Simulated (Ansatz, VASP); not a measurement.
# One calculation of Ti, two programs

```
Ti
1.0
     0.02177    1.99869    2.03132
     2.00646    0.00299    2.05009
     2.03951    2.05051   -0.03005
Ti
1
Direct
  0.98433 0.00381 0.00663
```

Change from the starting cell: cell strained at random at fixed volume.

Alike in both runs: task single point; functional PBE; k mesh 11 × 11 × 11; occupations fermi-dirac, width 0.05 eV; no spin polarisation.

```csv
,VASP,Ansatz
version,VASP 6.6.1,Ansatz 0.2.0
potentials or method,"VASP PAW PBE potentials, release 64 (Ti_sv)",Ansatz PAW
plane-wave cutoff (eV),520,420
valence electrons in the cell,12,12
```

```csv
,VASP,Ansatz,Ansatz less VASP
gap on the k mesh at the Fermi level (eV),none,none,-
pressure (GPa),4.0,4.3,+0.33
largest component of the traceless stress (GPa),1.87,1.87,-0.002
```

A gap of «none» marks a metal or a gap that the smearing closes. The functional is the same, so the differences come from potentials, cutoffs and numerics.
